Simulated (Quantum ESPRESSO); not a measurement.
# TePb (Fm-3m) in Quantum ESPRESSO: further runs

The runs below take TePb through phonons, with PBE.

All numbers are computed with Quantum ESPRESSO 7.5; they aren't measurements. Logs are shortened: lines on timing, memory, paths and dates and some standing lists are left out, and cuts for length are marked.

**Experimental background.**

A printed reference work, monograph reports, for a bulk crystal of TePb at 77 K: high-frequency dielectric constant 36.9.

The results are compared with them further down.

**1. The structure**

It takes space group Fm-3m (No. 225, cubic). Conventional cell: a = 6.462 Å, b = 6.462 Å, c = 6.462 Å, α = 90.00°, β = 90.00°, γ = 90.00°. Pb (site symmetry m-3m) has 6 Te at 3.23 Å as nearest neighbours. Te (site symmetry m-3m) has 6 Pb at 3.23 Å as nearest neighbours.

**2. Phonons, PBE**

Contents of pw.in:

```
&CONTROL
  calculation = 'scf'
  prefix = 'pwscf'
  outdir = './tmp'
  pseudo_dir = './pseudo'
  tprnfor = .true.
  tstress = .true.
  disk_io = 'low'
/
&SYSTEM
  ibrav = 0
  A = 4.56932402
  nat = 2
  ntyp = 2
  ecutwfc = 45
  ecutrho = 360
  nbnd = 16
  occupations = 'smearing'
  smearing = 'fd'
  degauss = 0.00367493
/
&ELECTRONS
  conv_thr = 4d-10
  electron_maxstep = 120
  mixing_beta = 0.5
/
ATOMIC_SPECIES
Pb   207.2000 pb_pbe_v1.uspp.F.UPF
Te   127.6000 te_pbe_v1.uspp.F.UPF
CELL_PARAMETERS alat
   0.0000000000    0.7071067812    0.7071067812
   0.7071067812    0.0000000000    0.7071067812
   0.7071067812    0.7071067812    0.0000000000
ATOMIC_POSITIONS alat
Pb     0.0000000000    0.0000000000    0.0000000000
Te     0.7071067812    0.7071067812    0.7071067812
K_POINTS automatic
4 4 4 1 1 1
```

Contents of relax.in:

```
&CONTROL
  calculation = 'vc-relax'
  prefix = 'pwscf'
  outdir = './tmp'
  pseudo_dir = './pseudo'
  tprnfor = .true.
  tstress = .true.
  disk_io = 'low'
  nstep = 40
  forc_conv_thr = 0.0001
  etot_conv_thr = 1d-06
/
&SYSTEM
  ibrav = 0
  A = 4.56932402
  nat = 2
  ntyp = 2
  ecutwfc = 45
  ecutrho = 360
  nbnd = 16
  occupations = 'smearing'
  smearing = 'fd'
  degauss = 0.00367493
/
&ELECTRONS
  conv_thr = 4d-10
  electron_maxstep = 120
  mixing_beta = 0.5
/
&IONS
  ion_dynamics = 'bfgs'
/
&CELL
  cell_dynamics = 'bfgs'
  press = 0
  press_conv_thr = 0.2
/
ATOMIC_SPECIES
Pb   207.2000 pb_pbe_v1.uspp.F.UPF
Te   127.6000 te_pbe_v1.uspp.F.UPF
CELL_PARAMETERS alat
   0.0000000000    0.7071067812    0.7071067812
   0.7071067812    0.0000000000    0.7071067812
   0.7071067812    0.7071067812    0.0000000000
ATOMIC_POSITIONS alat
Pb     0.0000000000    0.0000000000    0.0000000000
Te     0.7071067812    0.7071067812    0.7071067812
K_POINTS automatic
4 4 4 1 1 1
```

Contents of gamma.in:

```
&CONTROL
  calculation = 'bands'
  prefix = 'pwscf'
  outdir = './tmp'
  pseudo_dir = './pseudo'
  disk_io = 'low'
  verbosity = 'high'
/
&SYSTEM
  ibrav = 0
  A = 4.63964165
  nat = 2
  ntyp = 2
  ecutwfc = 45
  ecutrho = 360
  nbnd = 16
  occupations = 'smearing'
  smearing = 'fd'
  degauss = 0.00367493
/
&ELECTRONS
  conv_thr = 1d-08
  electron_maxstep = 120
  mixing_beta = 0.5
  diago_full_acc = .true.
  startingwfc = 'random'
/
ATOMIC_SPECIES
Pb   207.2000 pb_pbe_v1.uspp.F.UPF
Te   127.6000 te_pbe_v1.uspp.F.UPF
CELL_PARAMETERS alat
   0.0000000000    0.7071067805    0.7071067805
   0.7071067805    0.0000000000    0.7071067805
   0.7071067805    0.7071067805    0.0000000000
ATOMIC_POSITIONS alat
Pb     0.0000000000    0.0000000000    0.0000000000
Te     0.7071067805    0.7071067805    0.7071067805
K_POINTS crystal
1
0.0 0.0 0.0 1
```

Contents of scf2.in:

```
&CONTROL
  calculation = 'scf'
  prefix = 'pwscf'
  outdir = './tmp'
  pseudo_dir = './pseudo'
  tprnfor = .true.
  tstress = .true.
  disk_io = 'low'
/
&SYSTEM
  ibrav = 0
  A = 4.63964165
  nat = 2
  ntyp = 2
  ecutwfc = 45
  ecutrho = 360
  nbnd = 16
  occupations = 'fixed'
/
&ELECTRONS
  conv_thr = 1d-13
  electron_maxstep = 120
  mixing_beta = 0.5
  startingpot = 'file'
/
ATOMIC_SPECIES
Pb   207.2000 pb_pbe_v1.uspp.F.UPF
Te   127.6000 te_pbe_v1.uspp.F.UPF
CELL_PARAMETERS alat
   0.0000000000    0.7071067805    0.7071067805
   0.7071067805    0.0000000000    0.7071067805
   0.7071067805    0.7071067805    0.0000000000
ATOMIC_POSITIONS alat
Pb     0.0000000000    0.0000000000    0.0000000000
Te     0.7071067805    0.7071067805    0.7071067805
K_POINTS automatic
4 4 4 1 1 1
```

Contents of ph.in:

```
phonons of TePb
&INPUTPH
  prefix = 'pwscf'
  outdir = './tmp'
  tr2_ph = 1d-18
  fildyn = 'dyn'
  niter_ph = 90
  alpha_mix(1) = 0.7
  epsil = .true.
/
0.0000000000 0.0000000000 0.0000000000
```

Contents of dynmat.in:

```
&INPUT
  fildyn = 'dyn'
  asr = 'crystal'
  lperm = .true.
  filout = 'dynmat.disp'
  fileig = 'dynmat.eig'
/
```

Contents of dynmat_lo.in:

```
&INPUT
  fildyn = 'dyn'
  asr = 'crystal'
  filout = 'dynmat_lo.disp'
  fileig = 'dynmat_lo.eig'
  q(1) = 0
  q(2) = 0
  q(3) = 1
/
```

Potentials or basis: GBRV 1.5 PBE.

Command:

```bash
OMP_NUM_THREADS=1 pw.x -in pw.in > pw.out
OMP_NUM_THREADS=1 pw.x -in relax.in > relax.out
OMP_NUM_THREADS=1 pw.x -in gamma.in > gamma.out
OMP_NUM_THREADS=1 pw.x -in scf2.in > scf2.out
OMP_NUM_THREADS=1 ph.x -in ph.in > ph.out
OMP_NUM_THREADS=1 dynmat.x -in dynmat.in > dynmat.out
OMP_NUM_THREADS=1 dynmat.x -in dynmat_lo.in > dynmat_lo.out
```

pw.out:

```text
This program is part of the open-source Quantum ESPRESSO suite
     for quantum simulation of materials; please cite
[... 9 lines left out ...]
     --------------------
     sticks:   dense  smooth     PW     G-vecs:    dense   smooth      PW
     Sum        1843     925    283                52345    18499    3071

     Using Slab Decomposition

     bravais-lattice index     =            0
     lattice parameter (alat)  =       8.6348  a.u.
     unit-cell volume          =     455.2369 (a.u.)^3
     number of atoms/cell      =            2
     number of atomic types    =            2
     number of electrons       =        20.00
     number of Kohn-Sham states=           16
     kinetic-energy cutoff     =      45.0000  Ry
     charge density cutoff     =     360.0000  Ry
     scf convergence threshold =      4.0E-10
     mixing beta               =       0.5000
     number of iterations used =            8  plain     mixing
     Exchange-correlation= SLA  PW   PBE  PBE
                           (   1   4   3   4   0   0   0)

     celldm(1)=   8.634771  celldm(2)=   0.000000  celldm(3)=   0.000000
     celldm(4)=   0.000000  celldm(5)=   0.000000  celldm(6)=   0.000000

[... 8 lines left out ...]
               b(3) = (  0.707107  0.707107 -0.707107 )

     PseudoPot. # 1 for Pb read from file:
     pb_pbe_v1.uspp.F.UPF
     Pseudo is Ultrasoft + core correction, Zval = 14.0
     Generated by new atomic code, or converted to UPF format
     Using radial grid of  899 points,  6 beta functions with:
                l(1) =   0
                l(2) =   0
                l(3) =   1
                l(4) =   1
                l(5) =   2
                l(6) =   2
     Q(r) pseudized with  6 coefficients,  rinner =    1.000   1.000   1.000
                                                       1.000   1.000

     PseudoPot. # 2 for Te read from file:
     te_pbe_v1.uspp.F.UPF
     Pseudo is Ultrasoft + core correction, Zval =  6.0
     Generated by new atomic code, or converted to UPF format
     Using radial grid of  891 points,  5 beta functions with:
                l(1) =   0
                l(2) =   0
                l(3) =   1
                l(4) =   1
                l(5) =   2
     Q(r) pseudized with  6 coefficients,  rinner =    1.800   1.800   1.800
                                                       1.800   1.800

     atomic species   valence    mass     pseudopotential
     Pb               14.00   207.20000     Pb( 1.00)
     Te                6.00   127.60000     Te( 1.00)

     48 Sym. Ops., with inversion, found

   Cartesian axes

     site n.     atom                  positions (alat units)
         1        Pb     tau(   1) = (   0.0000000   0.0000000   0.0000000  )
         2        Te     tau(   2) = (   0.7071068   0.7071068   0.7071068  )

     number of k points=    10  Fermi-Dirac smearing, width (Ry)=  0.0037
                       cart. coord. in units 2pi/alat
        k(    1) = (   0.0883883   0.0883883   0.0883883), wk =   0.0625000
        k(    2) = (   0.2651650   0.2651650  -0.0883883), wk =   0.1875000
        k(    3) = (  -0.2651650  -0.2651650   0.4419417), wk =   0.1875000
        k(    4) = (  -0.0883883  -0.0883883   0.2651650), wk =   0.1875000
        k(    5) = (   0.4419417   0.0883883   0.0883883), wk =   0.1875000
        k(    6) = (  -0.0883883  -0.4419417   0.6187184), wk =   0.3750000
        k(    7) = (   0.0883883  -0.2651650   0.4419417), wk =   0.3750000
        k(    8) = (  -0.6187184   0.0883883   0.0883883), wk =   0.1875000
        k(    9) = (   0.2651650   0.2651650   0.2651650), wk =   0.0625000
        k(   10) = (  -0.2651650  -0.2651650   0.7954951), wk =   0.1875000

     Dense  grid:    52345 G-vectors     FFT dimensions: (  54,  54,  54)

     Smooth grid:    18499 G-vectors     FFT dimensions: (  40,  40,  40)

     Initial potential from superposition of free atoms

     starting charge      19.9974, renormalised to      20.0000

     negative rho (up, down):  1.582E-02 0.000E+00
     Starting wfcs are   13 randomized atomic wfcs +    3 random wfcs

     Self-consistent Calculation

     iteration #  1     ecut=    45.00 Ry     beta= 0.50
     Davidson diagonalization with overlap
     ethr =  1.00E-02,  avg # of iterations =  5.4

     Threshold (ethr) on eigenvalues was too large:
     Diagonalizing with lowered threshold

     Davidson diagonalization with overlap
     ethr =  1.71E-04,  avg # of iterations =  4.0

     negative rho (up, down):  1.524E-02 0.000E+00

     total energy              =    -190.70698563 Ry
     estimated scf accuracy    <       0.03398456 Ry

     iteration #  2     ecut=    45.00 Ry     beta= 0.50
     Davidson diagonalization with overlap
     ethr =  1.70E-04,  avg # of iterations =  2.0

     negative rho (up, down):  1.536E-02 0.000E+00

     total energy              =    -190.71520164 Ry
     estimated scf accuracy    <       0.00236281 Ry

     iteration #  3     ecut=    45.00 Ry     beta= 0.50
     Davidson diagonalization with overlap
     ethr =  1.18E-05,  avg # of iterations =  4.6

     negative rho (up, down):  1.535E-02 0.000E+00

     total energy              =    -190.71566681 Ry
     estimated scf accuracy    <       0.00037606 Ry

     iteration #  4     ecut=    45.00 Ry     beta= 0.50
     Davidson diagonalization with overlap
     c_bands:  1 eigenvalues not converged
     c_bands:  1 eigenvalues not converged
     ethr =  1.88E-06,  avg # of iterations =  5.8

     negative rho (up, down):  1.538E-02 0.000E+00

     total energy              =    -190.71569626 Ry
     estimated scf accuracy    <       0.00000618 Ry

     iteration #  5     ecut=    45.00 Ry     beta= 0.50
     Davidson diagonalization with overlap
     c_bands:  2 eigenvalues not converged
     ethr =  3.09E-08,  avg # of iterations = 11.9

     negative rho (up, down):  1.544E-02 0.000E+00

     total energy              =    -190.71572829 Ry
     estimated scf accuracy    <       0.00000153 Ry

     iteration #  6     ecut=    45.00 Ry     beta= 0.50
     Davidson diagonalization with overlap
     ethr =  7.65E-09,  avg # of iterations =  4.5

     negative rho (up, down):  1.554E-02 0.000E+00

     total energy              =    -190.71572818 Ry
     estimated scf accuracy    <       0.00000057 Ry

     iteration #  7     ecut=    45.00 Ry     beta= 0.50
     Davidson diagonalization with overlap
     c_bands:  2 eigenvalues not converged
     ethr =  2.85E-09,  avg # of iterations =  8.6

     negative rho (up, down):  1.554E-02 0.000E+00

     total energy              =    -190.71572835 Ry
     estimated scf accuracy    <       0.00000001 Ry

     iteration #  8     ecut=    45.00 Ry     beta= 0.50
     Davidson diagonalization with overlap
     c_bands:  1 eigenvalues not converged
     ethr =  5.86E-11,  avg # of iterations =  7.5

     negative rho (up, down):  1.554E-02 0.000E+00

     total energy              =    -190.71572839 Ry
     estimated scf accuracy    <          1.7E-09 Ry

     iteration #  9     ecut=    45.00 Ry     beta= 0.50
     Davidson diagonalization with overlap
     ethr =  8.38E-12,  avg # of iterations =  3.4

     negative rho (up, down):  1.554E-02 0.000E+00

     End of self-consistent calculation

          k = 0.0884 0.0884 0.0884 (  2319 PWs)   bands (ev):

    -9.2604  -9.2604  -9.2498  -9.2480  -9.2480  -4.4170   1.4333   6.1675
     6.1675   6.3682  10.8192  10.9898  10.9898  13.1355  13.5353  13.5353

          k = 0.2652 0.2652-0.0884 (  2327 PWs)   bands (ev):

    -9.2685  -9.2680  -9.2477  -9.2406  -9.2374  -3.7524   0.0369   5.2467
     6.6898   7.3137   8.7493   9.0610  11.2541  13.6194  14.2741  15.8335

          k =-0.2652-0.2652 0.4419 (  2332 PWs)   bands (ev):

    -9.2786  -9.2685  -9.2465  -9.2352  -9.2315  -3.0954  -0.9516   5.6023
     6.0733   6.5458   9.1640   9.4599  10.0803  14.4636  15.8402  16.5476

          k =-0.0884-0.0884 0.2652 (  2319 PWs)   bands (ev):

    -9.2713  -9.2586  -9.2516  -9.2425  -9.2408  -4.0722   0.7093   5.7220
     5.7953   7.0585   9.0971  11.0455  11.1721  12.4251  14.7423  14.9537

          k = 0.4419 0.0884 0.0884 (  2329 PWs)   bands (ev):

    -9.2929  -9.2549  -9.2543  -9.2336  -9.2319  -3.4684   0.1120   4.9592
     5.1824   5.3205  10.9964  11.3624  11.7216  12.0550  15.8288  16.7468

          k =-0.0884-0.4419 0.6187 (  2315 PWs)   bands (ev):

    -9.3004  -9.2588  -9.2484  -9.2357  -9.2263  -2.8059  -0.5399   3.6920
     4.3179   6.4761   9.7519  11.9668  12.8577  13.3323  15.2996  15.8365

          k = 0.0884-0.2652 0.4419 (  2316 PWs)   bands (ev):

    -9.2848  -9.2634  -9.2475  -9.2362  -9.2323  -3.2213  -0.4840   4.6585
     5.3382   6.7575   9.1745  10.5454  11.7212  13.3257  15.8352  16.1292

          k =-0.6187 0.0884 0.0884 (  2319 PWs)   bands (ev):

    -9.3123  -9.2573  -9.2507  -9.2271  -9.2259  -2.9208  -0.0638   3.3295
     4.8474   4.9254  11.0664  12.3069  12.4524  13.5334  15.8324  17.5603

          k = 0.2652 0.2652 0.2652 (  2337 PWs)   bands (ev):

    -9.2704  -9.2704  -9.2480  -9.2351  -9.2351  -3.4785  -0.5761   6.4717
     6.4717   7.2168   8.6561   9.0529   9.0529  14.5999  15.6247  15.6247

          k =-0.2652-0.2652 0.7955 (  2318 PWs)   bands (ev):

    -9.2884  -9.2645  -9.2436  -9.2371  -9.2316  -2.9122  -0.7874   4.0517
     5.7840   6.1170   9.9258   9.9917  12.3408  14.1946  15.3577  15.7977

     the Fermi energy is     8.0041 ev

!    total energy              =    -190.71572839 Ry
     estimated scf accuracy    <          3.4E-11 Ry
     smearing contrib. (-TS)   =      -0.00000002 Ry
     internal energy E=F+TS    =    -190.71572837 Ry

     The total energy is F=E-TS. E is the sum of the following terms:
     one-electron contribution =     -45.93782780 Ry
     hartree contribution      =      35.16032179 Ry
     xc contribution           =     -77.84001227 Ry
     ewald contribution        =    -102.09821009 Ry

     convergence has been achieved in   9 iterations

     negative rho (up, down):  1.554E-02 0.000E+00

     Forces acting on atoms (cartesian axes, Ry/au):

     atom    1 type  1   force =     0.00000000    0.00000000    0.00000000
     atom    2 type  2   force =     0.00000000    0.00000000   -0.00000000

     Total force =     0.000000     Total SCF correction =     0.000000

     Computing stress (Cartesian axis) and pressure

     negative rho (up, down):  1.554E-02 0.000E+00
          total   stress  (Ry/bohr**3)                   (kbar)     P=       19.83
   0.00013479   0.00000000   0.00000000           19.83        0.00        0.00
   0.00000000   0.00013479   0.00000000            0.00       19.83        0.00
   0.00000000   0.00000000   0.00013479            0.00        0.00       19.83

=------------------------------------------------------------------------------=
   JOB DONE.
=------------------------------------------------------------------------------=
```

It took 6.2 min on 1 thread of Arm Neoverse V1, shared host; peak memory 0.23 GiB.

Results:

```yaml
Free_energy: -2594.8392 eV
Relaxed_volume: 35.31 Å³/atom
Relaxed_cell: a = 4.640 Å, b = 4.640 Å, c = 4.640 Å, α = 60.00°, β = 60.00°, γ = 60.00°
Space_group_after_relaxing_to_0.05_Å: Fm-3m (No. 225)
Pressure_after_relaxing: 0.0 GPa
Electronic_dielectric_tensor_diagonal: 24.86
Born_charges_mean_of_the_diagonal: Pb +5.56; Te -5.38 e
Highest_phonon_frequency_at_Γ_LO-TO_splitting_left_out: 25 cm⁻¹
Static_dielectric_tensor_diagonal: 450.92
```

The path:
| step | energy change (eV) | largest force (eV/Å) | pressure (GPa) | volume (Å³) |
| --- | --- | --- | --- | --- |
| 1 | 0.0000 | 0.0000 | 1.98 | 67.46 |
| 2 | -0.0074 | 0.0000 | 1.51 | 68.14 |
| 3 | -0.0134 | 0.0000 | 1.02 | 68.90 |
| 4 | -0.0182 | 0.0000 | 0.32 | 70.05 |
| 5 | -0.0187 | 0.0000 | 0.01 | 70.60 |
| 6 | -0.0187 | 0.0000 | 0.00 | 70.62 |

Final structure:
```
Pb Te
1.0
     0.00000    3.28072    3.28072
     3.28072    0.00000    3.28072
     3.28072    3.28072    0.00000
Pb Te
1 1
Direct
  0.00000 0.00000 0.00000
  0.50000 0.50000 0.50000
```

Phonon frequencies in cm⁻¹ (negative: imaginary):
```csv
q point,frequencies
"(0.000, 0.000, 0.000)",-1 -1 -1 25 25 25
```

Electronic dielectric tensor:
```
24.86  0.00  0.00
 0.00 24.86  0.00
 0.00  0.00 24.86
```

Born effective charge tensors (e):
atom 1, Pb
```
5.56 0.00 0.00
0.00 5.56 0.00
0.00 0.00 5.56
```
atom 2, Te
```
-5.38  0.00  0.00
 0.00 -5.38  0.00
 0.00  0.00 -5.38
```

Optical modes at Γ, degenerate ones joined, polar ones without the macroscopic field:
```tsv
cm⁻¹	components	symmetry	active in	IR intensity, summed ((D/Å)²/amu)
25	3	T1u	IR	26.25
```

Zone-centre frequencies without and with the macroscopic field along z (cm⁻¹):
```csv
,optical modes in rising order
without,25 25 25
with the field,25 25 106
```

Static dielectric tensor, electrons and zone-centre modes:
```
450.92   0.00   0.00
  0.00 450.92   0.00
  0.00   0.00 450.92
```

Caveat: the mesh is thin for the dielectric tensor, Born charges and intensities, which usually come out too large; the Born charges break their sum rule by 0.18 e, a sign of too thin a mesh.

(Continued in part 2 of 5.)
